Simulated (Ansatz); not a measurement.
Ti₃SiC₂:
```cif
data_C4Si2Ti6
_chemical_formula_sum 'Ti6 Si2 C4'
_space_group_name_H-M_alt 'P63/mmc'
_space_group_IT_number 194
_space_group_name_Hall '-P 6c 2c'
_cell_length_a 3.06762
_cell_length_b 3.06762
_cell_length_c 17.67619
_cell_angle_alpha 90.000
_cell_angle_beta 90.000
_cell_angle_gamma 120.000
loop_
_atom_site_label
_atom_site_type_symbol
_atom_site_symmetry_multiplicity
_atom_site_Wyckoff_symbol
_atom_site_fract_x
_atom_site_fract_y
_atom_site_fract_z
_atom_site_occupancy
Ti1 Ti 4 f 0.66667 0.33333 0.13519 1
Ti2 Ti 2 a 0.00000 0.00000 0.00000 1
Si1 Si 2 b 0.00000 0.00000 0.25000 1
C1 C 4 f 0.33333 0.66667 0.07251 1
```

Relaxed at zero pressure with DFT-r²SCAN in the program Ansatz with PAW potentials.

Problem. The volume is raised by 9 % and shape and atoms relax at that volume. What pressure results, and how do the axes share the change?

Solution. -13.8 GPa; a 2.9 %, b 2.9 %, c 3.0 %; the energy rises by 50 meV/atom.

Problem. Give the new structure.

Solution. 
Space group P6₃/mmc (No. 194); a = b = 3.155 Å, c = 18.210 Å, α = β = 90.00°, γ = 120.00°

```csv
atom,site,symmetry,x,y,z
Ti,4f,3m.,0.6667,0.3333,0.1325
Ti,2a,-3m.,0.0000,0.0000,0.0000
Si,2b,-6m2,0.0000,0.0000,0.2500
C,4f,3m.,0.3333,0.6667,0.0720
```

The phase is kept; no other phase was compared at this pressure.

Space group P6_3/mmc. Symmetry was held in the r²SCAN relaxation; of distortions, only those at the zone centre were tested. No spin polarisation was allowed.

Potentials: the earlier of the program's two PAW sets.
